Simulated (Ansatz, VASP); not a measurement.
W: VASP beside Ansatz

```xyz
1
Lattice="0.0000 1.9991 1.9991 1.9991 0.0000 1.9991 1.9991 1.9991 0.0000" Properties=species:S:1:pos:R:3 pbc="T T T"
W     0.0000    0.0000    0.0000
```

Alike in both runs: functional PBEsol; k mesh 18 × 18 × 18; occupations fermi-dirac, width 0.05 eV; no spin polarisation.

Ansatz relaxed the structure, and its values are those at the end. VASP's run is a single point on that final structure, the one shown.

```csv
,VASP,Ansatz
version,VASP 6.6.1,Ansatz 0.2.0
potentials or method,"VASP PAW PBE potentials, release 64 (W_sv)","PAW with Ansatz's default frozen-core files, scalar-relativistic"
plane-wave cutoff (eV),520,420
valence electrons in the cell,14,14
```

Ansatz gave:

- pressure (GPa): 0.0

Task: What did VASP give for the same quantities?

Result: Pressure (GPa): 0.7.

Caveats: the PAW data sets were made with another functional, which shifts forces and pressure a little (VASP). The runs have no spin-orbit coupling, so splittings on W are missing.
